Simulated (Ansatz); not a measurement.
# HfO2: a vibration from a frozen displacement

These are results of DFT PBE, scalar-relativistic, plane waves, PAW in Ansatz 0.2.0, not measurements. Cutoff 420 eV, Γ-centred 6×6×4 k-points, Gaussian smearing of 0.05 eV. Spin–orbit coupling is left out, which matters for the heavy elements here. No spin polarisation. Energies are free energies at this smearing, counted from the undisturbed cell; pressure is positive in compression.

The starting cell (relaxed at this level; this form isn't the usual structure):

```
Hf O
1.0
     3.60430    0.00000    0.00000
     0.00000    3.60430    0.00000
     0.00000    0.00000    5.26397
Hf O
2 4
Direct
  0.50000 0.50000 0.50000
  0.00000 0.00000 0.00000
  0.00000 0.50000 0.69325
  0.50000 0.00000 0.80675
  0.50000 0.00000 0.30675
  0.00000 0.50000 0.19325
```

Every O atom is moved by x along the Cartesian unit vector (0.000, -0.745, 0.667); the cell and all other atoms stay fixed. The cell's volume is 68.38 Å³; the moved atoms weigh 63.996 u together and the others 356.980 u. Some rows repeat others by symmetry and weren't run.

| x (Å) | ΔE (meV/cell) | total force on the moved atoms along the move (eV/Å) | pressure (GPa) |
| --- | --- | --- | --- |
| -0.1000 | 92.59 | 1.8821 | 1.1314 |
| -0.0875 | 70.62 | 1.6342 | 0.8703 |
| -0.0750 | 51.71 | 1.3916 | 0.6446 |
| -0.0625 | 35.81 | 1.1531 | 0.4542 |
| -0.0500 | 22.87 | 0.9183 | 0.2987 |
| -0.0375 | 12.84 | 0.6863 | 0.1780 |
| -0.0250 | 5.70 | 0.4565 | 0.0918 |
| -0.0125 | 1.42 | 0.2279 | 0.0408 |
| 0.0000 | 0.00 | 0.0000 | 0.0236 |
| 0.0125 | 1.42 | -0.2279 | 0.0408 |
| 0.0250 | 5.70 | -0.4565 | 0.0918 |
| 0.0375 | 12.84 | -0.6863 | 0.1780 |
| 0.0500 | 22.87 | -0.9183 | 0.2987 |
| 0.0625 | 35.81 | -1.1531 | 0.4542 |
| 0.0750 | 51.71 | -1.3916 | 0.6446 |
| 0.0875 | 70.62 | -1.6342 | 0.8703 |
| 0.1000 | 92.59 | -1.8821 | 1.1314 |

Q: What frequency belongs to this motion?

A: The force constant is k = −dF/dx = 18.232 eV/Å², from the parabola through x = -0.0125, 0 and 0.0125. In every cell the moved atoms swing against the rest, so the mass is μ = m₁m₂/(m₁ + m₂) = 54.267 u, and ν̃ = 521.5 cm⁻¹ × √(|k|/μ) = 302 cm⁻¹. The pattern needn't be a normal mode: ν̃² is then a weighted mean of the squared nonzero frequencies at the zone centre of this cell, taken without macroscopic field, so it lies between the lowest and the highest of them.

Q: How far does the harmonic law reach?

A: At x = -0.100 Å, kx²/2 = 91.16 meV against the computed 92.59 meV (+1.6 %): the well is still close to harmonic there.

Q: The pressure changes with x². What does that say about the frequency under compression?

A: With E = k(V)x²/2, k ∝ V^(−2γ) and x scaling with the cell as V^(1/3), P − P0 = −∂E/∂V = (2γ − 2/3) ΔE/V. At x = 0.0250 Å, V(P − P0) = 68.38 × 0.06819 / 160.2 eV = 29.10 meV and ΔE = 5.70 meV, so γ = 1/3 + V(P − P0)/(2ΔE) = 2.89. This is the Grüneisen parameter of the motion under uniform scaling of the cell: shrinking the cell evenly by 1 % in volume raises the frequency by about 2.89 %.

Cost: 9 runs of about 1.8 core-minutes in all, on Arm Neoverse V2 (shared hosts).

Shifting the oxygen sublattice rigidly against hafnium meets a restoring force in both directions, and this force grows slightly faster than linearly. The tetragonal fluorite-type cell therefore shows no polar double well along this line. The stiffness reflects a balance: short-range Hf–O repulsion opposes the shift, while the dipolar interaction between the displaced ions favours it. Compression strengthens the repulsion much faster than the dipolar term, which probably explains the large Grüneisen parameter of 2.89. Its positive sign means that exciting this motion pushes the lattice to expand.

Because the displacement is oblique to the tetragonal axis, it mixes axial and in-plane polar vibrations, so 302 cm⁻¹ shouldn't be assigned to a single infrared band. Nor does the positive curvature conflict with the ferroelectricity known in orthorhombic hafnia, where the polar shift occurs together with non-polar oxygen displacements that are absent here. Whether such displacements would soften the polar motion can't be judged from a rigid shift of the whole oxygen sublattice.
